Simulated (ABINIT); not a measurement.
Input of an ABINIT 10.8.3 (patched build) run:

The input run.abi:

```
ndtset 2

pp_dirpath "./"
pseudos "N.GGA_PBE-JTH.xml, B.GGA_PBE-JTH.xml"

acell 3*1.0 Angstrom
rprim
     2.4982400000     0.0000000000     0.0000000000
    -1.2491200000     2.1635393048     0.0000000000
     0.0000000000     0.0000000000     6.6357000000
ntypat 2
znucl 7 5
natom 4
typat 1 1 2 2
xred
     0.6666666667     0.3333333333     0.2500000000
     0.3333333333     0.6666666667     0.7500000000
     0.6666666667     0.3333333333     0.7500000000
     0.3333333333     0.6666666667     0.2500000000

ecut 707.496042 eV
pawecutdg 48.0
pawovlp 30

ixc 11

occopt 3
tsmear 0.00183747

nstep 100

iomode 3
prtwf 0
prteig 0
prtebands 0
prtden1 1

kptopt1 1
ngkpt1 12 12 4
nshiftk1 1
shiftk1 0.0 0.0 0.0
nband1 12
tolvrs1 1.0e-9

iscf2 -2
getden2 1
nband2 18
nbdbuf2 4
tolwfr2 1.0e-11
kptopt2 -7
ndivsm2 5
prteig2 1
prtvol2 -3
kptbounds2
     0.0000000000     0.0000000000     0.0000000000
     0.5000000000     0.0000000000     0.0000000000
     0.3333333333     0.3333333333     0.0000000000
     0.0000000000     0.0000000000     0.0000000000
     0.0000000000     0.0000000000     0.5000000000
     0.5000000000     0.0000000000     0.5000000000
     0.3333333333     0.3333333333     0.5000000000
     0.0000000000     0.0000000000     0.5000000000
```

Potentials or basis: JTH PAW PBE v2.0.

Launch:

```sh
$ abinit run.abi > log 2>&1
```

Q: Predict the band gap on the k mesh.

A: 4.28 eV, indirect (least direct gap 4.65 eV).

Q: Predict the band gap along the path.

A: 4.24 eV, indirect (least direct gap 4.65 eV).

Q: What does it give for the pressure?

A: 5.3 GPa.

Levels at the corners of the path, in eV from the valence-band top:
```tsv
point	band 6	band 7	band 8	band 9	band 10	band 11
Γ	-1.35	-1.31	-1.31	5.24	10.32	11.57
M	-4.12	-1.48	-0.47	4.24	5.62	9.56
K	-7.19	-0.11	-0.11	4.83	4.83	10.78
Γ	-1.35	-1.31	-1.31	5.24	10.32	11.57
A	-1.33	-1.33	-1.33	7.62	7.62	11.63
L	-4.15	-0.96	-0.96	4.71	4.71	9.95
H	-7.20	-0.03	-0.03	4.61	4.61	12.01
A	-1.33	-1.33	-1.33	7.62	7.62	11.63
```

Caveat: this functional lacks dispersion, which binds the layers, so the pressure and a relaxed spacing across them are unreliable; the atomic spheres overlap. PBE gaps usually lie below the measured ones, often by a third to a half.
